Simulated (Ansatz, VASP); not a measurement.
## One calculation of TiCo, two programs

File INCAR:

```
ALGO = Normal ; EDIFF = 1E-7
EDIFFG = -0.001 ; ENCUT = 600
GGA = PE ; IBRION = 2
ISIF = 3 ; ISMEAR = 0
ISPIN = 2 ; LASPH = T
LCHARG = F ; LMAXMIX = 4
LORBIT = 11 ; LREAL = F
LWAVE = F ; MAGMOM = 0 1.09
NELM = 150 ; NSW = 80
PREC = Accurate ; SIGMA = 0.2
```

The input KPOINTS:

```
k-points
0
Gamma
  14 14 14
```

The input POSCAR:

```
TiCo
1.0
    2.9855872823      0.0000000000      0.0000000000
    0.0000000000      2.9855872823      0.0000000000
    0.0000000000      0.0000000000      2.9855872823
Ti Co
1 1
Direct
    0.0000000000      0.0000000000      0.0000000000
    0.5000000000      0.5000000000      0.5000000000
```

Input for Ansatz:

```yaml
crystal:
  lattice:
    - [2.9855872827, 0.0, 0.0]
    - [0.0, 2.9855872827, 0.0]
    - [0.0, 0.0, 2.9855872827]
  atoms:
    - { symbol: Ti, position: [0.0, 0.0, 0.0] }
    - { symbol: Co, position: [0.5, 0.5, 0.5], spin: 1.09 }
basis:
  ecutwfc: 420
kpoints:
  mp_grid: { grid: [14, 14, 14] }
hamiltonian:
  xc: pbe
scf:
  occupations: { method: gaussian, width: 0.2 }
output:
  forces: true
  stress: true
  eigenvalues: true
  populations: true
magnetization:
  spin_polarized: true
relax:
  adjacent_minimum: "off"
  f_tol: 0.001
  max_steps: 60
  cell: { stress_tol: 0.01 }
```

Alike in both runs: task relaxation of cell and atoms; functional PBE; k mesh 14 × 14 × 14; occupations gaussian, width 0.2 eV; collinear spin.

|  | VASP | Ansatz |
| --- | --- | --- |
| version | VASP 6.6.1 | Ansatz 0.2.0 |
| potentials or method | VASP PAW PBE potentials, release 64 (Ti_sv, Co) | scalar-relativistic, plane waves, PAW |
| plane-wave cutoff (eV) | 600 | 420 |
| valence electrons in the cell | 21 | 29 |

|  | VASP | Ansatz | Ansatz less VASP |
| --- | --- | --- | --- |
| gap on the k mesh at the Fermi level, each at its own relaxed structure (eV) | none | none | - |
| net moment per atom (μB) | 0.41 | 0.42 | +0.015 |
| size of the moment on the site where the two differ most (μB) | 0.89 | 0.94 | +0.054 |
| relaxed volume (Å³/atom) | 13.25 | 13.29 | +0.049 |
| relaxed cell length with the largest relative difference (Å) | 2.981 | 2.985 | +0.0037 |

Site moments also hang on the region over which each program counts them. A gap of «none» marks a metal or a gap that the smearing closes. The two sets of potentials don't hold the same shells in valence.
